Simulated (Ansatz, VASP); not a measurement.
Na in VASP and in Ansatz

```
Na
1.0
     3.74858    0.00000    0.00000
    -1.87429    3.24637    0.00000
     0.00000    0.00000    6.11310
Na
2
Cartesian
  0.0000 2.1642 4.5848
  1.8743 1.0821 1.5283
```

Alike in both runs: functional r2SCAN; k mesh 12 × 12 × 8; occupations gaussian, width 0.05 eV; no spin polarisation.

Ansatz relaxed the structure, and its values are those at the end. VASP's run is a single point on that final structure, the one shown.

```csv
,VASP,Ansatz
version,VASP 6.6.1,Ansatz 0.2.0
potentials or method,"VASP PAW PBE potentials, release 64 (Na_pv)","scalar-relativistic, plane waves, PAW"
plane-wave cutoff (eV),520,600
valence electrons in the cell,14,18
```

|  | VASP | Ansatz | Ansatz less VASP |
| --- | --- | --- | --- |
| gap on the k mesh at the Fermi level (eV) | none | none | - |
| pressure (GPa) | 0.1 | 0.1 | 0.00 |

A gap of «none» marks a metal or a gap that the smearing closes. The functional is the same, so the differences come from potentials, cutoffs and numerics. The two sets of potentials don't hold the same shells in valence.

Caveats: the PAW data sets were made with another functional, which shifts forces and pressure a little (VASP).
